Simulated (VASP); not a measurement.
Wanted: the native input for a VASP 6.6.1 run.

* Task: band structure
* Functional: HSE06
* Potentials or basis: VASP PAW PBE potentials, release 64 (W_sv, S)
* Cutoff: 520 eV
* k mesh: 6 × 6 × 2
* Occupations: gaussian, width 0.03 eV
* Spin: no spin polarisation
* Grid for exact exchange (PRECFOCK): Fast
* Screening parameter: 0.2 1/A
* Further INCAR settings: ALGO = Normal; EDIFF = 1e-06; NBANDS = 35

The system is WS2.

```
W S
1.0
     3.15410    0.00000    0.00000
    -1.57705    2.73153    0.00000
     0.00000    0.00000   12.14229
W S
2 4
Direct
  0.33333 0.66667 0.25000
  0.66667 0.33333 0.75000
  0.33333 0.66667 0.62030
  0.66667 0.33333 0.12030
  0.33333 0.66667 0.87970
  0.66667 0.33333 0.37970
```

These files were run (other wordings do the same):

POSCAR

```
WS2                                     
1.0
    3.1541047134     -0.0000000000     -0.0000000000
   -1.5770523567      2.7315348040     -0.0000000000
   -0.0000000000      0.0000000000     12.1422886842
  W               S             
     2     4
Direct
     0.3333333300000021    0.6666666699999979    0.2500000000000000
     0.6666666699999979    0.3333333300000021    0.7500000000000000
     0.3333333300000021    0.6666666699999979    0.6203012446486998
     0.6666666699999979    0.3333333300000021    0.1203012446486998
     0.3333333300000021    0.6666666699999979    0.8796987553513002
     0.6666666699999979    0.3333333300000021    0.3796987553513002
```

INCAR.step1

```
  PREC = Accurate
  ENCUT = 520
  EDIFF = 1E-5
  ISMEAR = 0
  SIGMA = 0.03
  LREAL = False
  LASPH = True
  NELM = 80
  ALGO = Normal
  ISIF = 2
  LWAVE = True
  LCHARG = False
  LMAXMIX = 4
  NBANDS = 35
  KPAR = 8
  GGA = PE
```

INCAR.step2

```
  PREC = Accurate
  ENCUT = 520
  EDIFF = 1E-6
  ISMEAR = 0
  SIGMA = 0.03
  LREAL = False
  LASPH = True
  NELM = 80
  ALGO = Normal
  ISIF = 2
  LWAVE = False
  LCHARG = False
  LMAXMIX = 4
  GGA = PE
  LHFCALC = True
  HFSCREEN = 0.2
  PRECFOCK = Fast
  NBANDS = 35
  KPAR = 8
  ISTART = 1
```

KPOINTS

```
Automatic mesh
0
Gamma
  6 6 2
```

KPOINTS_OPT

```
explicit points
6
Reciprocal
 0.0000000000  0.0000000000  0.0000000000 1
 0.0000000000  0.0000000000  0.5000000000 1
 0.3333333333  0.3333333333  0.5000000000 1
 0.3333333333  0.3333333333  0.0000000000 1
 0.5000000000  0.0000000000  0.5000000000 1
 0.5000000000  0.0000000000  0.0000000000 1
```

Potentials or basis: VASP PAW PBE potentials, release 64 (W_sv, S).

Launch:

```console
$ cat potpaw_PBE.64/W_sv/POTCAR potpaw_PBE.64/S/POTCAR > POTCAR
$ cp INCAR.step1 INCAR
$ mpirun -np 8 vasp_std > vasp.out
$ cp INCAR.step2 INCAR
$ mpirun -np 8 vasp_std > vasp.out
```

Results of the run:

The pressure is -1.0 GPa, the largest force is 0.571 eV/Å and the band gap on the k mesh is 1.44 eV, indirect (least direct gap 2.34 eV). The band gap along the path is 1.76 eV, indirect (least direct gap 2.34 eV).

Caveat: the PAW data sets were made with another functional, which shifts forces and pressure a little; spin-orbit coupling is left out, which moves the levels of the heavy elements; this functional lacks dispersion, which binds the layers, so the pressure and a relaxed spacing across them are unreliable.

Run time: 22 min on 8 MPI ranks on Intel(R) Xeon(R) Platinum 8488C (Sapphire Rapids) (shared host), peak memory 0.42 GiB a rank.
